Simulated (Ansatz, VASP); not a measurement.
## Two plane-wave programs on Rb

The input INCAR:

```
SYSTEM = Rb
PREC     = Accurate       ! precision mode
ENCUT    = 520            ! plane-wave cutoff, eV
EDIFF    = 1E-6           ! SCF threshold, eV
ISMEAR   = -1             ! smearing method
SIGMA    = 0.08           ! smearing width, eV
LREAL    = .False.        ! projectors in reciprocal space
LASPH    = .True.         ! aspherical terms in the spheres
NELM     = 100            ! most SCF steps
ALGO     = Normal         ! electronic algorithm
ISIF     = 2              ! what is computed and relaxed
LWAVE    = .False.        ! write WAVECAR
LCHARG   = .True.         ! write CHGCAR
GGA      = PE             ! functional
LELF     = .True.         ! ELF
LVHAR    = .True.       
NBANDS   = 10             ! bands
```

Contents of KPOINTS:

```
Automatic mesh
0
Gamma
  9 9 9
  0 0 0
```

Contents of POSCAR:

```
Rb
1.0
    4.1009540512      0.0000000000      0.0000000000
    0.0000000000      4.1009540512      0.0000000000
    0.0000000000      0.0000000000      4.1009540512
Rb
1
Direct
    0.0000000000      0.0000000000      0.0000000000
```

Input for Ansatz:

```yaml
crystal:
  lattice:
    - [4.1009540512, 0.0, 0.0]
    - [0.0, 4.1009540512, 0.0]
    - [0.0, 0.0, 4.1009540512]
  atoms:
    - { symbol: Rb, position: [0.0, 0.0, 0.0] }
kpoints:
  mp_grid: { grid: [9, 9, 9] }
scf:
  occupations: { method: fermi_dirac, width: 0.08 }
hamiltonian:
  xc: pbe
  pseudopotentials: { kind: paw }
output:
  forces: true
  stress: true
  eigenvalues: true
  populations: true
  write_density: true
  write_potential: true
  elf: true
  volumetric_format: npy
```

Change from the starting cell: volume scaled by 0.7, PAW files.

Alike in both runs: task single point; functional PBE; k mesh 9 × 9 × 9; occupations fermi-dirac, width 0.08 eV; no spin polarisation.

|  | VASP | Ansatz |
| --- | --- | --- |
| version | VASP 6.6.1 | Ansatz 0.2.0 |
| potentials or method | VASP PAW PBE potentials, release 64 (Rb_sv) | PAW with Ansatz's default frozen-core files, scalar-relativistic |
| plane-wave cutoff (eV) | 520 | 420 |
| valence electrons in the cell | 9 | 9 |

```tsv
	VASP	Ansatz	Ansatz less VASP
pressure (GPa)	1.5	1.5	0.00
```
